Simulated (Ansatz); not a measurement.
W:

```
W
1.0
     0.00000    2.03000    2.03000
     2.03000    0.00000    2.03000
     2.03000    2.03000    0.00000
W
1
Direct
  0.00000 0.00000 0.00000
```

This isn't the form of W at room conditions, which is bcc.

- Program: Ansatz 0.2.0
- Task: relaxation of cell and atoms
- Functional: RPBE
- Dispersion: D4
- Potentials or basis: Ansatz PAW
- Cutoff: 420 eV (not typed: the program's choice for these potentials)
- k mesh: 11 × 11 × 11
- Occupations: fermi-dirac, width 0.05 eV
- Spin: no spin polarisation

At the start: volume 16.73 Å³/atom.

Task: How do energy, volume and symmetry change on relaxing?

Result: It ends after 5 steps and the volume is 16.02 Å³/atom (-4.2 %); space group Fm-3m (No. 225, to 0.05 Å).

Step by step:
| step | energy change (eV) | largest force (eV/Å) | volume (Å³) |
| --- | --- | --- | --- |
| 1 | 0.0000 | 0.0000 | 16.73 |
| 2 | -0.0276 | 0.0000 | 16.13 |
| 3 | -0.0283 | 0.0000 | 16.02 |
| 4 | -0.0283 | 0.0000 | 16.02 |
| 5 | -0.0279 | 0.0000 | 16.02 |

Final structure:
```
W
1.0
     0.00000    2.00099    2.00099
     2.00099    0.00000    2.00099
     2.00099    2.00099    0.00000
W
1
Cartesian
  0.0000 0.0000 0.0000
```

Caveat: the plane-wave basis is chosen anew once the cell has moved, so the energies of steps on either side of that aren't comparable; pairwise dispersion overbinds metals, which lowers pressure and volume; the PAW data sets come from PBE, with cores solved anew for the run's functional, which leaves a small shift of forces and pressure.
